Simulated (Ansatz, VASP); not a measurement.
## Two plane-wave programs on Mg

File INCAR:

```
SYSTEM = Mg
ALGO     = Fast           ! electronic algorithm
EDIFF    = 1E-6           ! SCF threshold, eV
ENCUT    = 520            ! plane-wave cutoff, eV
GGA      = PS             ! functional
ISIF     = 2              ! what is computed and relaxed
ISMEAR   = 0              ! smearing method
LASPH    = .TRUE.         ! aspherical terms in the spheres
LCHARG   = .FALSE.        ! write CHGCAR
LREAL    = .FALSE.        ! projectors in reciprocal space
LWAVE    = .FALSE.        ! write WAVECAR
NBANDS   = 7              ! bands
NELM     = 60             ! most SCF steps
PREC     = Accurate       ! precision mode
SIGMA    = 0.1            ! smearing width, eV
```

File KPOINTS:

```
k-points
0
G
  16 16 16
  0 0 0
```

The input POSCAR:

```
Mg
1.0
   -1.8367994663      1.8367994663      1.6297608372
    1.8367994663     -1.8367994663      1.6297608372
    1.8367994663      1.8367994663     -1.6297608372
Mg
1
Direct
    0.0000000000      0.0000000000      0.0000000000
```

Input for Ansatz:

```yaml
crystal:
  lattice:
    - [-1.8367994663, 1.8367994663, 1.6297608372]
    - [1.8367994663, -1.8367994663, 1.6297608372]
    - [1.8367994663, 1.8367994663, -1.6297608372]
  atoms:
    - { symbol: Mg, position: [0.0, 0.0, 0.0] }
basis:
  ecutwfc: 420
kpoints:
  mp_grid: { grid: [16, 16, 16] }
hamiltonian:
  xc: pbesol
scf:
  occupations: { method: gaussian, width: 0.1 }
output:
  forces: true
  stress: true
  eigenvalues: true
```

Alike in both runs: task single point; functional PBEsol; k mesh 16 × 16 × 16; occupations gaussian, width 0.1 eV; no spin polarisation.

|  | VASP | Ansatz |
| --- | --- | --- |
| version | VASP 6.6.1 | Ansatz 0.2.0 |
| potentials or method | VASP PAW PBE potentials, release 64 (Mg) | scalar-relativistic, plane waves, PAW |
| plane-wave cutoff (eV) | 520 | 420 |
| valence electrons in the cell | 2 | 10 |

Ansatz gave:

* gap on the k mesh at the Fermi level (eV): none
* pressure (GPa): 1.1
* largest component of the traceless stress (GPa): 0.65

Task: What did VASP give for the same quantities?

Result: gap on the k mesh at the Fermi level (eV): none; pressure (GPa): 1.0; largest component of the traceless stress (GPa): 0.66.

A gap of «none» marks a metal or a gap that the smearing closes. With one functional, cell and mesh, what is left measures potentials, basis and numerics. The two sets of potentials don't hold the same shells in valence.

Caveats: the PAW data sets were made with another functional, which shifts forces and pressure a little (VASP).
